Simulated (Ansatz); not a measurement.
# Cl: a listed cell, distorted in several ways

Aim: see how energy, forces, stress and gap of Cl answer to moves of single atoms, swapped elements, distortions that keep the symmetry. Nothing is relaxed unless a step says so.

Program: Ansatz 0.2.0. Level of theory: DFT PBEsol, scalar-relativistic, plane waves, PAW. These are calculated values, not measurements.

1 further run of the same task is left out (set aside as unsound or not needed).

### 1 The starting structure

The structure is orthorhombic, space group Cmce (No. 64). Conventional cell: a = 6.240 Å, b = 4.480 Å, c = 8.260 Å, α = 90.00°, β = 90.00°, γ = 90.00°. Around Cl (site symmetry m) lie 1 Cl at 2.02 Å.

Structure file:

```cif
data_structure
_symmetry_space_group_name_H-M 'Cmce'
_symmetry_Int_Tables_number 64
_cell_length_a 6.2400
_cell_length_b 4.4800
_cell_length_c 8.2600
_cell_angle_alpha 90.000
_cell_angle_beta 90.000
_cell_angle_gamma 90.000
_cell_volume 230.91
loop_
_atom_site_label
_atom_site_type_symbol
_atom_site_symmetry_multiplicity
_atom_site_Wyckoff_symbol
_atom_site_fract_x
_atom_site_fract_y
_atom_site_fract_z
_atom_site_occupancy
Cl1 Cl 8 f 0.50000 0.37000 0.10000 1
```

The structure comes from the Crystallography Open Database.

### 2 A change within the space group

The change: strain xx, yy, zz, yz, xz, xy = +0.6, +0.1, +9.4, +0.0, +0.0, +0.0 %; atoms moved by 0.15 Å root mean square, at most 0.15 Å.

input.yaml reads:

```yaml
crystal:
  lattice:
    - [3.1393752, -2.2423968, 0.0]
    - [3.1393752, 2.2423968, 0.0]
    - [0.0, 0.0, 9.0334664]
  atoms:
    - { symbol: Cl, position: [0.1460974133, 0.8539025867, 0.1159233065] }
    - { symbol: Cl, position: [0.6460974133, 0.3539025867, 0.3840766935] }
    - { symbol: Cl, position: [0.8539025867, 0.1460974133, 0.8840766935] }
    - { symbol: Cl, position: [0.3539025867, 0.6460974133, 0.6159233065] }
basis:
  ecutwfc: 420
kpoints:
  mp_grid: { grid: [8, 8, 4] }
hamiltonian:
  xc: pbesol
scf:
  occupations: { method: gaussian, width: 0.02 }
output:
  forces: true
  stress: true
  eigenvalues: true
```

Started as:

```console
$ ansatz run input.yaml --threads 1 --pin off --max-ram 1331MiB --backend cpu --events-out ev --progress --plain --runs-dir out
```

### 3 One atom moved

input.yaml reads:

```yaml
crystal:
  lattice:
    - [3.12, -2.24, 0.0]
    - [3.12, 2.24, 0.0]
    - [0.0, 0.0, 8.26]
  atoms:
    - { symbol: Cl, position: [0.13, 0.87, 0.1] }
    - { symbol: Cl, position: [0.63, 0.37, 0.4] }
    - { symbol: Cl, position: [0.8596799451, 0.2283585165, 0.8906937046] }
    - { symbol: Cl, position: [0.37, 0.63, 0.6] }
basis:
  ecutwfc: 420
kpoints:
  mp_grid: { grid: [8, 8, 4] }
hamiltonian:
  xc: pbesol
scf:
  occupations: { method: gaussian, width: 0.02 }
output:
  forces: true
  stress: true
  eigenvalues: true
  populations: true
```

### 4 Substitution of an element, cell strained: Cl → I, first probe

input.yaml reads:

```yaml
crystal:
  lattice:
    - [3.9507932329, -2.5882072094, 0.0]
    - [3.9507932329, 2.5882072094, 0.0]
    - [0.0, 0.0, 10.4389539882]
  atoms:
    - { symbol: I, position: [0.1335353504, 0.8664646496, 0.1119537245] }
    - { symbol: I, position: [0.6335353504, 0.3664646496, 0.3880462755] }
    - { symbol: I, position: [0.8664646496, 0.1335353504, 0.8880462755] }
    - { symbol: I, position: [0.3664646496, 0.6335353504, 0.6119537245] }
basis:
  ecutwfc: 420
kpoints:
  mp_grid: { grid: [4, 4, 2] }
hamiltonian:
  xc: pbesol
scf:
  occupations: { method: gaussian, width: 0.1 }
output:
  forces: true
  stress: true
  eigenvalues: true
```

### 5 One element swapped, cell strained: Cl → I

Changes to input.yaml since step 4:

```diff
@@ -13,3 +13,3 @@
 kpoints:
-  mp_grid: { grid: [4, 4, 2] }
+  mp_grid: { grid: [6, 6, 4] }
 hamiltonian:
@@ -17,3 +17,3 @@
 scf:
-  occupations: { method: gaussian, width: 0.1 }
+  occupations: { method: gaussian, width: 0.02 }
 output:
```

**Question.** What will these runs give? Wanted: for each run, case; energy; pressure; largest force.

The runs gave:

| step | case | energy (meV/atom) | pressure (GPa) | largest force (eV/Å) | gap on the mesh (eV) |
| --- | --- | --- | --- | --- | --- |
| 2 | a change within the space group | +0.0 | -7.2 | 2.18 | 0.59 |
| 3 | one atom moved | -370.0 | -3.3 | 2.18 | 1.35 |
| 5 | one element swapped, cell strained: Cl → I | n/a | -1.3 | 0.18 | 1.18 |

Energies are counted from step 2, with the smearing taken to zero. Other atoms or functionals have another zero of energy (n/a). 

In words: Among the distorted cells of the listed formula and level the largest force, 2.18 eV/Å, comes in step 2, shared by 4 atoms. Among the distorted cells of the listed formula and level the gap runs from 0.59 eV to 1.35 eV. Spin-orbit coupling is left out, which matters for the bands of I.

These are semilocal Kohn-Sham gaps, which aren't the measured quantity. Such gaps usually fall short of the measured ones; spin-orbit coupling, left out here, narrows gaps with I, so the two errors partly cancel.
